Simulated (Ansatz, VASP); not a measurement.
One calculation of W, two programs

```
W
1.0
    -1.56872    1.56872    1.56872
     1.56872   -1.56872    1.56872
     1.56872    1.56872   -1.56872
W
1
Direct
  0.00000 0.00000 0.00000
```

Alike in both runs: functional LDA; k mesh 8 × 8 × 8; occupations gaussian, width 0.1 eV; no spin polarisation.

Ansatz relaxed the structure, and its values are those at the end. VASP's run is a single point on that final structure, the one shown.

|  | VASP | Ansatz |
| --- | --- | --- |
| version | VASP 6.6.1 | Ansatz 0.2.0 |
| potentials or method | VASP PAW LDA potentials, release 64 (W_sv) | scalar-relativistic, plane waves, PAW |
| plane-wave cutoff (eV) | 520 | 420 |
| valence electrons in the cell | 14 | 14 |

VASP gave:

| Property | Result |
| --- | --- |
| gap on the k mesh at the Fermi level (eV) | none |
| pressure (GPa) | 2.1 |

Question: Which values does Ansatz return?

Answer: gap on the k mesh at the Fermi level (eV): none; pressure (GPa): 0.1.

A gap of «none» marks a metal or a gap that the smearing closes.

Spin-orbit coupling is left out, which matters for the levels of W.
